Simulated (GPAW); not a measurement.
The system is TiSi.

```
Ti Si
1.0
     3.63236    0.00000    0.00000
     0.00000    4.23525    0.00000
     0.00000    0.00000    3.80393
Ti Si
2 2
Direct
  0.50000 0.00000 0.00000
  0.00000 0.50000 0.00000
  0.00000 0.00000 0.50000
  0.50000 0.50000 0.50000
```

The cell comes from a database or a generator and needn't be the stable form of this composition.

Base run:

| Quantity | Value |
| --- | --- |
| Program | GPAW 26.7.0 |
| Functional | LDA |
| Potentials or basis | JTH PAW 2.0, LDA |
| Cutoff | 450 eV |
| Basis | pw |
| k mesh | 6 × 5 × 6 |
| Occupations | fermi-dirac, width 0.05 eV |
| Spin | no spin polarisation |
| Hubbard terms | Ti d U = 4 eV |

Its results: band gap on the k mesh none (metal or under the smearing width); pressure -0.1 GPa.

The run is repeated on the same cell with these changes: potentials or basis from JTH PAW 2.0, LDA to the program's PAW data sets (release 1.2.1) made for this functional; cutoff from 450 eV to 500 eV; hubbard terms from Ti d U = 4 eV to Ti d U = 5.3 eV. What comes out?

Band gap on the k mesh none (metal or under the smearing width); pressure 0.7 GPa.

Caveats: the cutoff is short for stress and forces, so pressures can be off by a GPa or more; U without spin polarisation on a metal has little footing; the U is typed as a test and isn't derived for this compound; the program truncates these outside data sets (some runs).

Not every run made on this cell is shown here.
